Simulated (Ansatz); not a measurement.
# Ge (Cmmm) in Ansatz: reference runs

Aim: a first look at Ge with PBE, on the cell as given and on a disturbed one.

All numbers are computed with Ansatz 0.2.0; they aren't measurements. Logs are shortened: lines on timing, memory, paths and dates and some standing lists are left out, and cuts for length are marked.

## 1. Starting point

It takes space group Cmmm (No. 65, orthorhombic). The conventional cell has a = 2.794 Å, b = 5.201 Å, c = 2.698 Å, α = 90.00°, β = 90.00°, γ = 90.00°. Around Ge (site symmetry mmm) lie 8 Ge at 2.70 to 2.95 Å.

This isn't the form of Ge at room conditions, which is diamond.

## 2. Single point, PBE

Contents of input.yaml:

```yaml
crystal:
  lattice:
    - [1.397149, -2.600516, 0.0]
    - [1.397149, 2.600516, 0.0]
    - [0.0, 0.0, 2.698231]
  atoms:
    - { symbol: Ge, position: [0.5, 0.5, 0.0] }
kpoints:
  mp_grid: { grid: [11, 11, 10] }
scf:
  occupations: { method: fermi_dirac, width: 0.05 }
hamiltonian:
  xc: pbe
  pseudopotentials: { kind: all_electron, lapw: { basis_error: 0.001 } }
output:
  forces: true
  stress: true
  eigenvalues: true
  populations: true
```

Potentials or basis: all-electron LAPW, scalar-relativistic.

On the command line:

```console
> ansatz run input.yaml --threads 1 --pin off --max-ram 3072MiB --backend cpu --events-out ev --progress --plain --runs-dir out
```

The program printed:

```text
Warning: RAYON_NUM_THREADS=1 ignored (pool sized by the plan → 1); use --threads N
Ge: projections on atomic orbitals take those of the free atom 1s2 2s2 2p6 3s2 3p6 3d10 4s2 4p2, of charge +0.00 (hamiltonian.pseudopotentials.projection_atoms)
LAPW: plane waves up to 8.051 Å⁻¹, error target 1.0e-3 eV per atom; small_component_spin mean_spin; Ge in spheres of 1.349 Å, 22 of its electrons in bands, Dirac shells [] (how accurate: hamiltonian.pseudopotentials.lapw.basis_error, Limitations)
Engine: ansatz 0.2.0, aarch64-unknown-linux-gnu
Pseudopotentials: kind: all_electron
Pseudopotential: Ge, LAPW, valence charge 22, lapw/all_electron/scalar/gaussian/Ge, Koelling and Harmon's equation, gaussian nucleus
Functional definition: PBE
  parameter kappa = 0.804
  parameter beta = 0.06672455060314922
  exchange = pbe_x(kappa = kappa, mu = beta*pi^2/3)
  correlation = pbe_c(beta = beta)
Crystal: 1 atoms, lattice volume = 19.607 Å³
Basis set: ecut = 246.97486131071756 eV, 171 PW (Γ), FFT grids on a1+a2, a2, a3, exchange–correlation at level 2
Bands: 15, of which v1, the nominal top of the filled ones, is band 11 counted from 1 (10 counted from 0)
Symmetry: 8 space group operations
Space group: Cmmm (ITA 65), of the structure as read, at distance tolerance 2.7e-5 Å
k-points: 216 of 1210
Non-local potential: Ge, projectors of the file, none
Initial density: superposition of atomic densities (chi_scale 0.1, normalization cell)
Initial wavefunctions: plane waves of lowest kinetic energy (no species holds an atomic orbital)
Functional: x = pbe(κ = 0.804, μ = 0.2195149727645171), c = pbe(β = 0.06672455060314922)
iter 1 solved again at ethr=7.54e-5 eV; its pass at ethr=1.00e-1 eV (dr2=1.66e-2 eV) is discarded
SCF iter   1: F=—  HF=-57116.066957 eV  |F-HF|=—  |Δ(HF+E_count)|=         —  Δρ=1.17e-2  dr2=1.67e-2  ethr=7.54e-5  ⟨swp⟩=3.0  Hψ=22008  notcnv=0
preconditioner: auto → none  [metal: Δε(μ)=0.044 eV  Ē_g=26.656 eV  σ=0.050 eV  W_gap=0.21  n_scr=8 (ndim 8)  ℏωp=31.4 eV  f_vac=0.000  D(μ)=0.48/eV (n_scr^D=0)  sad-step TF]
SCF iter   2: F=—  HF=-57116.058804 eV  |F-HF|=—  |Δ(HF+E_count)|=   8.15e-3  Δρ=7.69e-3  dr2=8.29e-3  ethr=7.54e-5  ⟨swp⟩=2.0  Hψ=9573  notcnv=0
SCF iter   3: F=—  HF=-57116.059384 eV  |F-HF|=—  |Δ(HF+E_count)|=   5.79e-4  Δρ=2.80e-3  dr2=1.02e-3  ethr=3.77e-5  ⟨swp⟩=2.0  Hψ=9550  notcnv=0
iter 4 solved again at ethr=2.22e-7 eV; its pass at ethr=4.62e-6 eV (dr2=4.89e-5 eV) is discarded
SCF iter   4: F=—  HF=-57116.059295 eV  |F-HF|=—  |Δ(HF+E_count)|=   8.85e-5  Δρ=5.57e-4  dr2=4.90e-5  ethr=2.22e-7  ⟨swp⟩=2.0  Hψ=15825  notcnv=0
SCF iter   5: F=—  HF=-57116.059314 eV  |F-HF|=—  |Δ(HF+E_count)|=   1.85e-5  Δρ=3.58e-5  dr2=1.78e-7  ethr=2.22e-7  ⟨swp⟩=2.0  Hψ=9290  notcnv=0
SCF iter   6: F=-57116.059314 eV  HF=-57116.059314 eV  |F-HF|=4.10e-9  |Δ(HF+E_count)|=   2.13e-7  Δρ=3.28e-6  dr2=8.46e-10  ethr=8.09e-10  ⟨swp⟩=3.0  Hψ=9736  notcnv=0
SCF 1 converged in 6 iterations: F = -57116.059314 eV  dr2 = 8.46e-10
SCF converged after 6 iterations
Free energy (F): -57116.059314 eV
Harris-Foulkes:  -57116.059314 eV  (|F-HF|=4.10e-9)
Internal energy: -57116.055374 eV  (E = F + TS)
E sigma→0 (E₀):  -57116.057344 eV
Entropy (-TS):   -0.003940 eV (-3.940 meV/atom)
Fermi energy:    11.959464 eV
--- Per-component energies (eV) ---
  E_band       = -995.836312
  E_kinetic    = 58313.302006
  E_xc         = -2169.790738
  E_electrostatic = -113259.566642  (all electrons and nuclei)
  E_smearing   = -0.003940  (= −TS)
  E_closure    = 0.000000  (closes the sum)
  E_atoms      = -57111.799917  (free atoms, spherical and without spin; not in F)
  Σ components = -57116.059314   (vs F -57116.059314, Δ=0.00e0)
  Basis errors (estimates in eV, not in F): energy 3.4e-4 per atom: plane waves 3.0e-4 (1.7e-4 summed), levels above the bands 1.4e-111, relativity 1.6e-8, radial functions 3.8e-5, core shells 8.8e-11; eigenvalues (radial functions only) 3.0e-5; not estimated: angular momenta, meshes, grids; target (lapw.basis_error) 1.0e-3; muffin-tin radii Ge 1.349 Å
--- Forces (eV/Å), atoms counted from 1 ---
  atom   1  Ge     0.00000000     0.00000000     0.00000000
  max |Σ_I F_I| component: 0.00e0 eV/Å
--- Stress (GPa, compression-positive) ---
        0.943145       0.000000       0.000000
        0.000000      -2.490204       0.000000
        0.000000       0.000000      -0.132868
  P = ⅓ Tr σ = -0.5600 GPa (-5.600 kbar)
--- Band table (eV; the first three rows and the last of 216) ---
  k-point 0: bands = ["-151.7294", "-98.8815", "-98.8643", "-98.8273", "-12.7521", "-12.6980", "-12.6477", "-12.5436", "-12.5235", "-0.8721", "18.6582", "19.1268", "20.6375", "22.0894", "24.4283"]
  k-point 1: bands = ["-151.7293", "-98.8815", "-98.8643", "-98.8276", "-12.7334", "-12.6967", "-12.6469", "-12.5501", "-12.5297", "-0.6747", "16.2600", "19.3151", "20.8265", "23.9762", "25.1198"]
  k-point 2: bands = ["-151.7293", "-98.8814", "-98.8643", "-98.8285", "-12.6972", "-12.6809", "-12.6447", "-12.5671", "-12.5460", "-0.0862", "12.9819", "19.8579", "21.3707", "24.8270", "26.6884"]
  k-point 215: bands = ["-151.7291", "-98.8826", "-98.8644", "-98.8308", "-12.7084", "-12.6738", "-12.5997", "-12.5584", "-12.4729", "7.0327", "9.6096", "10.0305", "15.4824", "20.1364", "25.3693"]
--- Löwdin populations: 1 site ---
  site symbol       q [e]
     0     Ge     31.9745
  spilling = 0.000796 (of n_electrons = 32.000000)
```

It took 13 s on 1 thread of Arm Neoverse V2, shared host; peak memory 0.32 GiB.

Results:

```
Free energy            : -57116.0593 eV
Pressure               : -0.6 GPa
Band gap on the k mesh : none (metal or under the smearing width)
```

Stress tensor (GPa, compression positive):
```
 0.94  0.00  0.00
 0.00 -2.49  0.00
 0.00  0.00 -0.13
```

## 3. Equation of state, PBE

Potentials or basis: all-electron LAPW, scalar-relativistic.

This step only gathers the single runs of the series.

Results:

```
Equilibrium volume                        : 19.44 Å³/atom
Bulk modulus at fixed shape and positions : 66 GPa
Pressure derivative of the bulk modulus   : 4.5
```

Energy against volume, from the lowest point:
```csv
volume (Å³/atom),energy (meV/atom)
18.431,11.45
18.823,3.91
19.215,0.22
19.607,0.00
19.999,2.87
20.391,8.51
20.783,16.63
```

Caveat: the cell was scaled at fixed shape and fractional positions, which overstates the stiffness of a crystal with free parameters, most of all of layers and chains.

## 4. Single point, PBE (cell strained at random at fixed volume)

input.yaml: that of step 2 with these lines changed.

```diff
@@ -2,7 +2,7 @@
   lattice:
-    - [1.397149, -2.600516, 0.0]
-    - [1.397149, 2.600516, 0.0]
-    - [0.0, 0.0, 2.698231]
+    - [1.367023, -2.632548, 0.013326]
+    - [1.360071, 2.628813, 0.007758]
+    - [0.020359, -0.002888, 2.733188]
   atoms:
-    - { symbol: Ge, position: [0.5, 0.5, 0.0] }
+    - { symbol: Ge, position: [0.517612, 0.514835, -0.007028] }
 kpoints:
```

On the command line:

```console
> ansatz run input.yaml --threads 1 --pin off --max-ram 3072MiB --backend cpu --events-out ev --progress --plain --runs-dir out
```

Run time: 34 s. Hardware: 1 thread of Arm Neoverse V2, shared host; peak memory 0.57 GiB.

Results (log left out):

```
Free energy            : -57116.0460 eV
Pressure               : -0.2 GPa
Band gap on the k mesh : none (metal or under the smearing width)
```

Stress tensor (GPa, compression positive):
```
 4.05 -0.09 -0.33
-0.09 -1.49  0.07
-0.33  0.07 -3.01
```

Levels at points of the mesh, in eV from the Fermi level:
| k point | band 7 | band 8 | band 9 | band 10 | band 11 | band 12 | band 13 | band 14 | band 15 |
| --- | --- | --- | --- | --- | --- | --- | --- | --- | --- |
| (0.00, 0.00, 0.00) | -24.60 | -24.52 | -24.49 | -12.86 | 6.19 | 6.92 | 9.39 | 9.78 | 11.93 |
| (0.00, 0.00, -0.50) | -24.58 | -24.55 | -24.54 | -9.30 | -5.67 | 9.59 | 12.04 | 15.31 | 16.12 |

## 5. Overview

```csv
task,cell,cutoff (eV),basis error allowed,gap on the mesh (eV),pressure (GPa)
single point,as given,247,0.001 eV/atom,none,-0.6
equation of state,as given,-,0.0005 eV/atom,-,-
single point,cell strained at random at fixed volume,240,0.001 eV/atom,none,-0.2
```

Alike in all rows: level PBE; potentials or basis all-electron LAPW, scalar-relativistic; no spin polarisation; k mesh 11 × 11 × 10; smearing fermi-dirac 0.05 eV.

Caveats: the cell was scaled at fixed shape and fractional positions, which overstates the stiffness of a crystal with free parameters, most of all of layers and chains (some runs).

Compare energies only between runs with the same functional and basis.
